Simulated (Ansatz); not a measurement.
# Al: the cost of one run

Program: Ansatz 0.2.0. Level of theory: DFT PBE, scalar-relativistic, plane waves, PAW. These are calculated values, not measurements.

2 further runs of the same task are left out: 1 that didn't finish, 1 set aside as unsound or not needed.

## (1) The structure to begin with

Symmetry: P3_2, No. 145, trigonal system. The conventional cell has a = 4.590 Å, b = 4.590 Å, c = 6.749 Å, α = 90.00°, β = 90.00°, γ = 120.00°. Al (site symmetry 1) has 5 Al at 2.48 to 2.61 Å as nearest neighbours. Al (site symmetry 1) has 5 Al at 2.36 to 2.51 Å as nearest neighbours.

As a file:

```cif
data_structure
_symmetry_space_group_name_H-M 'P3_2'
_symmetry_Int_Tables_number 145
_cell_length_a 4.5900
_cell_length_b 4.5900
_cell_length_c 6.7485
_cell_angle_alpha 90.000
_cell_angle_beta 90.000
_cell_angle_gamma 120.000
_cell_volume 123.13
loop_
_atom_site_label
_atom_site_type_symbol
_atom_site_symmetry_multiplicity
_atom_site_Wyckoff_symbol
_atom_site_fract_x
_atom_site_fract_y
_atom_site_fract_z
_atom_site_occupancy
Al1 Al 3 a 0.16411 0.66278 0.34048 1
Al2 Al 3 a 0.57438 0.24546 0.23459 1
```

Recipe of the guess: 5-connected net of one element (P3_2, No. 145). Its size is a rough estimate.

## (2) A first look at the guess

File input.yaml:

```yaml
crystal:
  lattice:
    - [4.59001547, 0.0, 0.0]
    - [-2.29500774, 3.97507, 0.0]
    - [0.0, 0.0, 6.74851412]
  atoms:
    - { symbol: Al, position: [0.16411406, 0.66278256, 0.34048367] }
    - { symbol: Al, position: [0.33721744, 0.5013315, 0.00715034] }
    - { symbol: Al, position: [0.4986685, 0.83588594, 0.67381701] }
    - { symbol: Al, position: [0.57438022, 0.24546047, 0.23458661] }
    - { symbol: Al, position: [0.75453953, 0.32891976, 0.90125328] }
    - { symbol: Al, position: [0.67108024, 0.42561978, 0.56791995] }
basis:
  ecutwfc: 420
kpoints:
  mp_grid: { grid: [6, 6, 4] }
hamiltonian:
  xc: pbe
scf:
  occupations: { method: gaussian, width: 0.1 }
  lower_state_search: "off"
output:
  forces: true
  stress: true
  eigenvalues: true
```

Launch:

```console
$ ansatz run input.yaml --threads 1 --pin off --max-ram 2560MiB --backend cpu --events-out ev --progress --plain --runs-dir out
```

**Question.** How long does this run take on 1 thread of Intel Xeon at 2.50GHz (Skylake/Cascade Lake), shared host, and how much memory does it need?

About 6.3 s, with a peak of 0.35 GiB.
